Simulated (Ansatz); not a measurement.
The same path of a periodic cell of 28 atoms, Al27Ru (surface Al(111), adsorbate Ru) was run twice with different band settings. Lost on the way: Al19–Ru28, Al21–Ru28. Made: Al25–Ru28, Al27–Ru28.

Theory: Ansatz, DFT PBE, scalar-relativistic, plane waves, PAW. Settings: PAW set soft_1, cutoff 420 eV, k mesh 2x2x1, fermi-dirac smearing 0.1 eV, no spin polarisation.

Relaxed end points:

```xyz
28
Lattice="8.5913 0.0000 0.0000 4.2957 7.4403 0.0000 0.0000 0.0000 17.6765" Properties=species:S:1:pos:R:3
Al 1.432 0.827 1.000
Al 4.296 0.827 1.000
Al 7.159 0.827 1.000
Al 2.864 3.307 1.000
Al 5.728 3.307 1.000
Al 8.591 3.307 1.000
Al 4.296 5.787 1.000
Al 7.159 5.787 1.000
Al 10.023 5.787 1.000
Al -0.019 1.643 3.320
Al 2.798 1.636 3.413
Al 5.668 1.633 3.374
Al 1.384 4.085 3.413
Al 4.240 4.101 3.340
Al 7.154 4.167 3.321
Al 2.816 6.572 3.374
Al 5.755 6.592 3.321
Al 8.606 6.622 3.369
Al 0.133 -0.280 5.625
Al 3.013 -0.009 5.734
Al 5.955 0.131 6.023
Al 1.282 2.394 5.944
Al 4.183 2.496 5.711
Al 6.983 2.735 5.626
Al 2.822 4.854 5.711
Al 5.713 4.952 5.657
Al 8.658 5.094 5.734
Ru 7.977 1.298 7.155
```

```xyz
28
Lattice="8.5913 0.0000 0.0000 4.2957 7.4403 0.0000 0.0000 0.0000 17.6765" Properties=species:S:1:pos:R:3
Al 1.432 0.827 1.000
Al 4.296 0.827 1.000
Al 7.159 0.827 1.000
Al 2.864 3.307 1.000
Al 5.728 3.307 1.000
Al 8.591 3.307 1.000
Al 4.296 5.787 1.000
Al 7.159 5.787 1.000
Al 10.023 5.787 1.000
Al -0.048 1.611 3.374
Al 2.891 1.632 3.321
Al 5.742 1.662 3.369
Al 1.413 4.123 3.320
Al 4.230 4.116 3.413
Al 7.099 4.113 3.374
Al 2.816 6.565 3.413
Al 5.672 6.581 3.340
Al 8.586 6.647 3.321
Al -0.042 -0.106 5.711
Al 2.849 -0.008 5.657
Al 5.795 0.134 5.734
Al 1.565 2.200 5.625
Al 4.445 2.471 5.734
Al 7.387 2.611 6.023
Al 2.714 4.874 5.944
Al 5.615 4.976 5.711
Al 8.415 5.216 5.626
Ru 9.408 3.778 7.155
```

Common settings: movable images 3; climbing image yes; spring 5.0 eV/Å²; optimiser quadratic models (default); iteration limit 43; end points relaxed; atoms held 1 to 9.

| run | start path | force threshold |
| --- | --- | --- |
| 1 | straight line | 0.03 eV/Å |
| 2 | default | 0.2 eV/Å |

What does each run give, and how far can it be trusted?

Run 1: converged after 14 iterations, highest image 0.308 eV above the first end. The profile has 2 maxima (images 1, 3) with wells between them (image 2): this band takes more than one step, which may be the mechanism or a detour left from its start path. By the program's own check the climbing image is a first-order saddle point (lowest curvatures found: -0.66 and 0.20 eV/Å²).
Run 2: converged after 6 iterations, highest image 0.324 eV above the first end. The threshold of 0.2 eV/Å is loose, so the images may lie well off the minimum-energy path. The profile has 2 maxima (images 1, 3) with wells between them (image 2): this band takes more than one step, which may be the mechanism or a detour left from its start path. The order of the stationary point at the top wasn't checked.
Limits of this set-up: coarse k mesh, thin slab, slab without dipole correction.
